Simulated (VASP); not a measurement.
Here is a VASP 6.6.1 calculation.

Contents of POSCAR:

```
CdO                                     
1.0
    0.0000000000      2.3523961157      2.3523961157
    2.3523961157      0.0000000000      2.3523961157
    2.3523961157      2.3523961157      0.0000000000
  Cd              O             
     1     1
Direct
     0.0000000000000000    0.0000000000000000    0.0000000000000000
     0.5000000000000000    0.5000000000000000    0.5000000000000000
```

INCAR.step1

```
SYSTEM = CdO
ALGO = Normal
EDIFF = 1E-5
ENCUT = 520
GGA = PE
ISIF = 2
ISMEAR = 0
KPAR = 8
LASPH = .TRUE.
LCHARG = .FALSE.
LREAL = .FALSE.
LWAVE = .TRUE.
NBANDS = 16
NELM = 80
PREC = Accurate
SIGMA = 0.03
```

The input INCAR.step2:

```
SYSTEM = CdO
ALGO = Normal
EDIFF = 1E-6
ENCUT = 520
GGA = PE
HFSCREEN = 0.2
ISIF = 2
ISMEAR = 0
ISTART = 1
KPAR = 8
LASPH = .TRUE.
LCHARG = .FALSE.
LHFCALC = .TRUE.
LREAL = .FALSE.
LWAVE = .FALSE.
NBANDS = 16
NELM = 80
PREC = Accurate
PRECFOCK = Fast
SIGMA = 0.03
```

KPOINTS

```
k-points
0
G
  8 8 8
  0 0 0
```

File KPOINTS_OPT:

```
explicit points
6
Reciprocal
 0.0000000000  0.0000000000  0.0000000000 1
 0.3750000000  0.3750000000  0.7500000000 1
 0.5000000000  0.5000000000  0.5000000000 1
 0.6250000000  0.2500000000  0.6250000000 1
 0.5000000000  0.2500000000  0.7500000000 1
 0.5000000000  0.0000000000  0.5000000000 1
```

Potentials or basis: VASP PAW PBE potentials, release 64 (Cd, O).

Run with:

```console
$ cat potpaw_PBE.64/Cd/POTCAR potpaw_PBE.64/O/POTCAR > POTCAR
$ cp INCAR.step1 INCAR
$ mpirun -np 8 vasp_std > vasp.out
$ cp INCAR.step2 INCAR
$ mpirun -np 8 vasp_std > vasp.out
```

Problem. Estimate the band gap along the path.

Solution. 0.89 eV, indirect (least direct gap 2.22 eV).

Problem. Predict the pressure.

Solution. 1.7 GPa.

Problem. Predict the band gap on the k mesh.

Solution. 0.89 eV, indirect (least direct gap 2.22 eV).

Caveat: the PAW data sets were made with another functional, which shifts forces and pressure a little.
